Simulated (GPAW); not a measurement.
# HgTe (Coloradoite) (F-43m) in GPAW: relaxation of cell and atoms with PBEsol+D4

Aim: the relaxation of cell and atoms of HgTe (Coloradoite) with PBEsol+D4.

Everything below comes from runs of GPAW 26.7.0. Logs are shortened: lines on timing, memory, paths and dates and some standing lists are left out, and cuts for length are marked. The log counts tension as positive stress, the text compression.

**1. Starting point**

The structure is cubic, space group F-43m (No. 216). The conventional cell has a = 6.429 Å, b = 6.429 Å, c = 6.429 Å, α = 90.00°, β = 90.00°, γ = 90.00°. Hg (site symmetry -43m) has 4 Te at 2.78 Å as nearest neighbours. Around Te (site symmetry -43m) lie 4 Hg at 2.78 Å.

**2. Relaxation of cell and atoms, PBEsol+D4**

run.py

```python
from ase import Atoms
from ase.calculators.mixing import SumCalculator
from ase.filters import FrechetCellFilter
from ase.io import write
from ase.optimize import BFGS
from dftd4.ase import DFTD4
from gpaw import GPAW, PW, setup_paths

setup_paths.insert(0, '.')

atoms = Atoms(['Hg', 'Te'],
              cell=[[0.0, 3.2145, 3.2145],
                    [3.2145, 0.0, 3.2145],
                    [3.2145, 3.2145, 0.0]],
              scaled_positions=[[0.0, 0.0, 0.0],
                                [0.75, 0.75, 0.75]],
              pbc=True)

calc = GPAW(mode=PW(600),
            xc='PBEsol',
            kpts={'size': (7, 7, 7), 'gamma': True},
            occupations={'name': 'fermi-dirac', 'width': 0.05},
            nbands=18,
            convergence={'density': 1e-05, 'forces': 0.0001},
            maxiter=150,
            txt='gpaw.txt')
atoms.calc = SumCalculator([calc, DFTD4(method='pbesol')])
opt = BFGS(FrechetCellFilter(atoms), trajectory='relax.traj', logfile='-')
done = opt.run(fmax=0.02, steps=60)
calc.write('gs.gpw')
write('result.traj', atoms)
print('Converged:', done)
print('Cell:', atoms.cell.cellpar().round(4))
print('Volume:', round(atoms.get_volume(), 4))
print(atoms.get_scaled_positions().round(5))
```

Potentials or basis: PAW data sets generated in the run's folder for this functional, pw.

On the command line:

```console
gpaw-setup -f PBEsol Hg Te
OMP_NUM_THREADS=1 python run.py
```

gpaw.txt:

```text
__  _  _
 | _ |_)|_||  |
 |__||  | ||/\| - 26.7.0

Input parameters:
  mode=PW(ecut=600.0),
  convergence={'density': 1e-05, 'forces': 0.0001},
  kpts=MonkhorstPack(size=(7, 7, 7), gamma=True),
  maxiter=150,
  nbands=18,
  occupations=Occupations(name='fermi-dirac', width=0.05),
  xc=XC(name='PBEsol')

Diagonalizing LCAO Hamiltonian
Converting LCAO to pw mode

                      Te

       Hg

Atoms  # Å, Bohr magnetons
|   | symbol |        x |        y |        z |    initial magnetic moments |
|---|--------|----------|----------|----------|-----------------------------|
| 0 |     Hg | 0.000000 | 0.000000 | 0.000000 | ( 0.0000,  0.0000,  0.0000) |
| 1 |     Te | 4.821750 | 4.821750 | 4.821750 | ( 0.0000,  0.0000,  0.0000) |

Unit cell  # Å
| periodic |        x |        y |        z |  lengths |    angles |
|----------|----------|----------|----------|----------|-----------|
|      yes | 0.000000 | 3.214500 | 3.214500 | 4.545989 | 60.000000 |
|      yes | 3.214500 | 0.000000 | 3.214500 | 4.545989 | 60.000000 |
|      yes | 3.214500 | 3.214500 | 0.000000 | 4.545989 | 60.000000 |

Number of symmetries: 24
Symmetry operations  # r_c * U_cc + t_c -> r_c
|    | kind |            matrix            |
|----|------|------------------------------|
|  0 |  E   |  1, 0, 0,  0, 1, 0,  0, 0, 1 |
|  1 |  σ   |  1, 0, 0,  0, 0, 1,  0, 1, 0 |
|  2 |  σ   |  1, 0,-1,  0, 1,-1,  0, 0,-1 |
|  3 |  C3  |  1, 0,-1,  0, 0,-1,  0, 1,-1 |
|  4 |  C3  |  1,-1, 0,  0,-1, 1,  0,-1, 0 |
|  5 |  σ   |  1,-1, 0,  0,-1, 0,  0,-1, 1 |
|  6 |  σ   |  0, 1, 0,  1, 0, 0,  0, 0, 1 |
|  7 |  C3  |  0, 1, 0,  0, 0, 1,  1, 0, 0 |
|  8 |  C2  |  0, 1,-1,  1, 0,-1,  0, 0,-1 |
|  9 |  S4  |  0, 1,-1,  0, 0,-1,  1, 0,-1 |
| 10 |  C3  |  0, 0, 1,  1, 0, 0,  0, 1, 0 |
| 11 |  σ   |  0, 0, 1,  0, 1, 0,  1, 0, 0 |
| 12 |  S4  |  0, 0,-1,  1, 0,-1,  0, 1,-1 |
| 13 |  C3  |  0, 0,-1,  0, 1,-1,  1, 0,-1 |
| 14 |  S4  |  0,-1, 1,  1,-1, 0,  0,-1, 0 |
| 15 |  C2  |  0,-1, 1,  0,-1, 0,  1,-1, 0 |
| 16 |  C3  |  0,-1, 0,  1,-1, 0,  0,-1, 1 |
| 17 |  S4  |  0,-1, 0,  0,-1, 1,  1,-1, 0 |
| 18 |  S4  | -1, 1, 0, -1, 0, 1, -1, 0, 0 |
| 19 |  C3  | -1, 1, 0, -1, 0, 0, -1, 0, 1 |
| 20 |  C3  | -1, 0, 1, -1, 1, 0, -1, 0, 0 |
| 21 |  S4  | -1, 0, 1, -1, 0, 0, -1, 1, 0 |
| 22 |  σ   | -1, 0, 0, -1, 1, 0, -1, 0, 1 |
| 23 |  C2  | -1, 0, 0, -1, 0, 1, -1, 1, 0 |

BZ-sampling:
  Number of BZ points: 343
  Number of IBZ points: 20

  Monkhorst-Pack size: [7, 7, 7]
  Monkhorst-Pack shift: [0, 0, 0]
[... 163 lines left out ...]
|          0 |       -58.988 |     2.000 |
|        ... |               |           |
|          5 |        -2.995 |     2.000 |
|          6 |        -2.995 |     2.000 |
|          7 |        -2.463 |     2.000 |
|          8 |        -2.463 |     2.000 |
|          9 |         3.903 |     2.000 |
|         10 |         4.549 |     1.382 |
|         11 |         4.549 |     1.382 |
|         12 |         4.549 |     1.382 |
|         13 |         8.737 |     0.000 |
|         14 |         8.737 |     0.000 |
|         15 |         8.737 |     0.000 |
|         16 |        10.928 |     0.000 |
|         17 |        14.250 |     0.000 |

No gap
No difference between direct/indirect transitions

Stress tensor  # eV/Ang^3
|         x |         y |         z |
|-----------|-----------|-----------|
| -0.010832 | -0.000000 |  0.000000 |
| -0.000000 | -0.010832 |  0.000000 |
|  0.000000 |  0.000000 | -0.010832 |

Forces  # eV/Ang
|        x |        y |        z |
|----------|----------|----------|
|  0.00000 | -0.00000 | -0.00000 |  # Hg   0
| -0.00000 | -0.00000 | -0.00000 |  # Te   1

Diagonalizing LCAO Hamiltonian
Converting LCAO to pw mode

                      Te

       Hg

Atoms  # Å, Bohr magnetons
|   | symbol |        x |        y |        z |    initial magnetic moments |
|---|--------|----------|----------|----------|-----------------------------|
| 0 |     Hg | 0.000000 | 0.000000 | 0.000000 | ( 0.0000,  0.0000,  0.0000) |
| 1 |     Te | 4.826559 | 4.826559 | 4.826559 | ( 0.0000,  0.0000,  0.0000) |

Unit cell  # Å
| periodic |         x |         y |         z |  lengths |    angles |
|----------|-----------|-----------|-----------|----------|-----------|
|      yes | -0.000000 |  3.217706 |  3.217706 | 4.550523 | 60.000001 |
|      yes |  3.217706 | -0.000000 |  3.217706 | 4.550523 | 60.000001 |
|      yes |  3.217706 |  3.217706 | -0.000000 | 4.550523 | 60.000001 |

Number of symmetries: 6
Symmetry operations  # r_c * U_cc + t_c -> r_c
|   | kind |            matrix            |
|---|------|------------------------------|
| 0 |  E   |  1, 0, 0,  0, 1, 0,  0, 0, 1 |
| 1 |  σ   |  1, 0, 0,  0, 0, 1,  0, 1, 0 |
| 2 |  σ   |  0, 1, 0,  1, 0, 0,  0, 0, 1 |
| 3 |  C3  |  0, 1, 0,  0, 0, 1,  1, 0, 0 |
| 4 |  C3  |  0, 0, 1,  1, 0, 0,  0, 1, 0 |
| 5 |  σ   |  0, 0, 1,  0, 1, 0,  1, 0, 0 |

BZ-sampling:
  Number of BZ points: 343
  Number of IBZ points: 44

  Monkhorst-Pack size: [7, 7, 7]
  Monkhorst-Pack shift: [0, 0, 0]

K-points  # in reciprocal-cell coordinates
|     |                                coordinates |     weight |
|-----|--------------------------------------------|------------|
|   0 | (  0.00000000,   0.00000000,   0.00000000) | 0.00291545 |
|   1 | (  0.14285714,   0.00000000,  -0.14285714) | 0.01749271 |
|   2 | (  0.14285714,   0.00000000,   0.00000000) | 0.01749271 |
|   3 | (  0.14285714,   0.14285714,  -0.14285714) | 0.01749271 |
|   4 | (  0.14285714,   0.14285714,   0.00000000) | 0.01749271 |
|   5 | (  0.14285714,   0.14285714,   0.14285714) | 0.00583090 |
|   6 | (  0.28571429,  -0.14285714,  -0.14285714) | 0.01749271 |
|   7 | (  0.28571429,   0.00000000,  -0.28571429) | 0.01749271 |
|   8 | (  0.28571429,   0.00000000,  -0.14285714) | 0.03498542 |
|   9 | (  0.28571429,   0.00000000,   0.00000000) | 0.01749271 |
| ... |                                            |            |
|  43 | (  0.42857143,   0.42857143,   0.42857143) | 0.00583090 |

Plane wave coefficients: 2239
Cutoff: 600.0 eV
[... 144 lines left out ...]
|          0 |       -59.012 |     2.000 |
|        ... |               |           |
|          5 |        -3.014 |     2.000 |
|          6 |        -3.014 |     2.000 |
|          7 |        -2.486 |     2.000 |
|          8 |        -2.486 |     2.000 |
|          9 |         3.859 |     2.000 |
|         10 |         4.513 |     1.384 |
|         11 |         4.513 |     1.384 |
|         12 |         4.513 |     1.384 |
|         13 |         8.706 |     0.000 |
|         14 |         8.706 |     0.000 |
|         15 |         8.706 |     0.000 |
|         16 |        10.893 |     0.000 |
|         17 |        14.209 |     0.000 |

No gap
No difference between direct/indirect transitions

Stress tensor  # eV/Ang^3
|         x |         y |         z |
|-----------|-----------|-----------|
| -0.009889 | -0.000000 | -0.000000 |
| -0.000000 | -0.009889 | -0.000000 |
| -0.000000 | -0.000000 | -0.009889 |

Forces  # eV/Ang
|        x |        y |        z |
|----------|----------|----------|
|  0.00000 |  0.00000 |  0.00000 |  # Hg   0
| -0.00000 | -0.00000 | -0.00000 |  # Te   1

Interpolating wave functions to new cell

                      Te

       Hg

Atoms  # Å, Bohr magnetons
|   | symbol |        x |        y |        z |    initial magnetic moments |
|---|--------|----------|----------|----------|-----------------------------|
| 0 |     Hg | 0.000000 | 0.000000 | 0.000000 | ( 0.0000,  0.0000,  0.0000) |
| 1 |     Te | 4.844280 | 4.844280 | 4.844280 | ( 0.0000,  0.0000,  0.0000) |

Unit cell  # Å
| periodic |        x |        y |        z |  lengths |    angles |
|----------|----------|----------|----------|----------|-----------|
|      yes | 0.000000 | 3.229520 | 3.229520 | 4.567230 | 59.999994 |
|      yes | 3.229520 | 0.000000 | 3.229520 | 4.567230 | 59.999994 |
|      yes | 3.229520 | 3.229520 | 0.000000 | 4.567230 | 59.999994 |

Number of symmetries: 6
Symmetry operations  # r_c * U_cc + t_c -> r_c
|   | kind |            matrix            |
|---|------|------------------------------|
| 0 |  E   |  1, 0, 0,  0, 1, 0,  0, 0, 1 |
| 1 |  σ   |  1, 0, 0,  0, 0, 1,  0, 1, 0 |
| 2 |  σ   |  0, 1, 0,  1, 0, 0,  0, 0, 1 |
| 3 |  C3  |  0, 1, 0,  0, 0, 1,  1, 0, 0 |
| 4 |  C3  |  0, 0, 1,  1, 0, 0,  0, 1, 0 |
| 5 |  σ   |  0, 0, 1,  0, 1, 0,  1, 0, 0 |

BZ-sampling:
  Number of BZ points: 343
  Number of IBZ points: 44

  Monkhorst-Pack size: [7, 7, 7]
  Monkhorst-Pack shift: [0, 0, 0]

K-points  # in reciprocal-cell coordinates
|     |                                coordinates |     weight |
|-----|--------------------------------------------|------------|
|   0 | (  0.00000000,   0.00000000,   0.00000000) | 0.00291545 |
|   1 | (  0.14285714,   0.00000000,  -0.14285714) | 0.01749271 |
|   2 | (  0.14285714,   0.00000000,   0.00000000) | 0.01749271 |
|   3 | (  0.14285714,   0.14285714,  -0.14285714) | 0.01749271 |
|   4 | (  0.14285714,   0.14285714,   0.00000000) | 0.01749271 |
|   5 | (  0.14285714,   0.14285714,   0.14285714) | 0.00583090 |
|   6 | (  0.28571429,  -0.14285714,  -0.14285714) | 0.01749271 |
|   7 | (  0.28571429,   0.00000000,  -0.28571429) | 0.01749271 |
|   8 | (  0.28571429,   0.00000000,  -0.14285714) | 0.03498542 |
|   9 | (  0.28571429,   0.00000000,   0.00000000) | 0.01749271 |
| ... |                                            |            |
|  43 | (  0.42857143,   0.42857143,   0.42857143) | 0.00583090 |

Plane wave coefficients: 2259
Cutoff: 600.0 eV
[... 97 lines left out ...]
xc functional:
  name: PBEsol with 2 nearest neighbor stencil

convergence criteria:
- Maximum integral of absolute [dens]ity change: 1e-05 electrons / valence electron
- Maximum change in the atomic [forces] across last 2 cycles: 0.0001 eV/Ang OR
Maximum error relative to the maximum force is below inf
- Maximum [total energy] change in last 3 cyles: 0.0005 eV / valence electron
- Maximum integral of absolute [eigenst]ate change: 4e-08 eV^2 / valence electron
maximum number of iterations: 150

SCF iterations
|iter     | |      energy | eigst |  dens |force |
|---------|-|-------------|-------|-------|------|
|iter:   1| |   -5.245675 | -2.07 |       |      |
|iter:   2| |   -5.243940 | -3.50 | -2.11 |      |
|iter:   3| |   -5.236051c| -3.77 | -2.15 |      |
|iter:   4| |   -5.235916c| -4.78 | -2.88 |      |
|iter:   5| |   -5.235943c| -5.07 | -3.18 |      |
|iter:   6| |   -5.235946c| -5.85 | -3.86 |      |
|iter:   7| |   -5.235947c| -7.05 | -4.52 |      |
|iter:   8| |   -5.235947c| -7.41c| -4.88 |      |
|iter:   9| |   -5.235947c| -8.29c| -5.71c|      |
|iter:  10| |   -5.235947c| -9.00c| -6.15c|-6.27c|

Converged in 10 steps
Energy contributions relative to reference atoms: (reference = -717722.197136)

Energy contributions:
  Kinetic:          27.928916
  Coulomb:         -23.199260
  Zero:             -2.050618
  External:          0.000000
  Xc:               -7.914636
  Entropy:          -0.000698
  Spinorbit:         0.000000
  ----------------------------
  Free energy:      -5.236296
  Extrapolated:     -5.235947

dipole moment: (-17.661208, -17.661208, -17.661208)  # |e|*Ang

Fermi level: 4.420
Eigenvalues  # (at kpt = [0.000, 0.000, 0.000])
| band index |      eig [eV] | occ [0-2] |
|------------|---------------|-----------|
|          0 |       -59.097 |     2.000 |
|        ... |               |           |
|          5 |        -3.082 |     2.000 |
|          6 |        -3.082 |     2.000 |
|          7 |        -2.567 |     2.000 |
|          8 |        -2.567 |     2.000 |
|          9 |         3.701 |     2.000 |
|         10 |         4.379 |     1.389 |
|         11 |         4.379 |     1.389 |
|         12 |         4.379 |     1.389 |
|         13 |         8.592 |     0.000 |
|         14 |         8.592 |     0.000 |
|         15 |         8.592 |     0.000 |
|         16 |        10.765 |     0.000 |
|         17 |        14.055 |     0.000 |

No gap
No difference between direct/indirect transitions

Stress tensor  # eV/Ang^3
|         x |         y |         z |
|-----------|-----------|-----------|
| -0.006539 | -0.000000 | -0.000000 |
| -0.000000 | -0.006539 | -0.000000 |
| -0.000000 | -0.000000 | -0.006539 |

Forces  # eV/Ang
|        x |        y |        z |
|----------|----------|----------|
| -0.00000 | -0.00000 | -0.00000 |  # Hg   0
|  0.00000 |  0.00000 |  0.00000 |  # Te   1

# Writing to gs.gpw (mode='')
```

Run time: 83 s. Hardware: 1 thread of Arm Neoverse V2, shared host; peak memory 0.25 GiB.

What came out:

```yaml
Free_energy: -5.6964 eV
Relaxed_volume: 33.68 Å³/atom
Relaxed_cell: a = 4.567 Å, b = 4.567 Å, c = 4.567 Å, α = 60.00°, β = 60.00°, γ = 60.00°
Space_group_after_relaxing_to_0.05_Å: F-43m (No. 216)
Energy_gained_by_relaxing: 1.0 meV/atom
Ionic_steps: 3
Pressure_after_relaxing: 0.0 GPa
Band_gap_on_the_k_mesh: none (metal or under the smearing width)
Dispersion_energy_per_atom: -0.230 eV
```

Step by step:
```
step  energy change (eV)  largest force (eV/Å)  pressure (GPa)  volume (Å³)
   1              0.0000                0.0000            0.67        66.43
   2             -0.0008                0.0000            0.53        66.63
   3             -0.0021                0.0000            0.01        67.37
```

Final structure:
```cif
data_structure
_symmetry_space_group_name_H-M 'P 1'
_symmetry_Int_Tables_number 1
_cell_length_a 4.5672
_cell_length_b 4.5672
_cell_length_c 4.5672
_cell_angle_alpha 60.000
_cell_angle_beta 60.000
_cell_angle_gamma 60.000
_cell_volume 67.37
loop_
_atom_site_label
_atom_site_type_symbol
_atom_site_fract_x
_atom_site_fract_y
_atom_site_fract_z
_atom_site_occupancy
Hg1 Hg 0.00000 0.00000 0.00000 1
Te1 Te 0.75000 0.75000 0.75000 1
```

Caveat: later steps reuse the first step's grids; pairwise dispersion overbinds metals, which lowers pressure and volume.
